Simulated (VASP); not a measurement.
A run of VASP 6.6.1 is set up as follows.

Contents of POSCAR:

```
BaO
1.0
    0.0000000000      2.7658300000      2.7658300000
    2.7658300000      0.0000000000      2.7658300000
    2.7658300000      2.7658300000      0.0000000000
Ba O
1 1
Direct
    0.0000000000      0.0000000000      0.0000000000
    0.5000000000      0.5000000000      0.5000000000
```

Contents of INCAR.step1:

```
SYSTEM = BaO
PREC = Accurate ; ENCUT = 520
EDIFF = 1E-5 ; ISMEAR = 0
SIGMA = 0.02 ; LREAL = .FALSE.
LASPH = .TRUE. ; NELM = 80
ALGO = Normal ; ISIF = 2
LWAVE = .TRUE. ; LCHARG = .FALSE.
NBANDS = 15 ; GGA = PE
```

File INCAR.step2:

```
SYSTEM = BaO
PREC = Accurate ; ENCUT = 520
EDIFF = 1E-6 ; ISMEAR = 0
SIGMA = 0.02 ; LREAL = .FALSE.
LASPH = .TRUE. ; NELM = 80
ALGO = Normal ; ISIF = 2
LWAVE = .FALSE. ; LCHARG = .FALSE.
GGA = PE ; LHFCALC = .TRUE.
HFSCREEN = 0.2 ; PRECFOCK = Fast
NBANDS = 15 ; ISTART = 1
```

The input KPOINTS:

```
regular mesh
0
G
  6 6 6
  0 0 0
```

Contents of KPOINTS_OPT:

```
path GXWKGLUWLK,UX
12
line-mode
reciprocal
 0.0000000000  0.0000000000  0.0000000000  G
 0.5000000000  0.0000000000  0.5000000000  X

 0.5000000000  0.0000000000  0.5000000000  X
 0.5000000000  0.2500000000  0.7500000000  W

 0.5000000000  0.2500000000  0.7500000000  W
 0.3750000000  0.3750000000  0.7500000000  K

 0.3750000000  0.3750000000  0.7500000000  K
 0.0000000000  0.0000000000  0.0000000000  G

 0.0000000000  0.0000000000  0.0000000000  G
 0.5000000000  0.5000000000  0.5000000000  L

 0.5000000000  0.5000000000  0.5000000000  L
 0.6250000000  0.2500000000  0.6250000000  U

 0.6250000000  0.2500000000  0.6250000000  U
 0.5000000000  0.2500000000  0.7500000000  W

 0.5000000000  0.2500000000  0.7500000000  W
 0.5000000000  0.5000000000  0.5000000000  L

 0.5000000000  0.5000000000  0.5000000000  L
 0.3750000000  0.3750000000  0.7500000000  K

 0.6250000000  0.2500000000  0.6250000000  U
 0.5000000000  0.0000000000  0.5000000000  X
```

Potentials or basis: VASP PAW PBE potentials, release 64 (Ba_sv, O).

Run with:

```sh
$ cat potpaw_PBE.64/Ba_sv/POTCAR potpaw_PBE.64/O/POTCAR > POTCAR
$ cp INCAR.step1 INCAR
$ mpirun -np 1 vasp_std > vasp.out
$ cp INCAR.step2 INCAR
$ mpirun -np 1 vasp_std > vasp.out
```

(1) What does it give for the band gap along the path?

(2) Estimate the band gap on the k mesh.

(3) Predict the pressure.

## Answers

(1) 3.25 eV, direct.

(2) 3.26 eV, direct.

(3) 1.6 GPa.

Caveat: the PAW data sets were made with another functional, which shifts forces and pressure a little; spin-orbit coupling is left out, which moves the levels of the heavy elements.
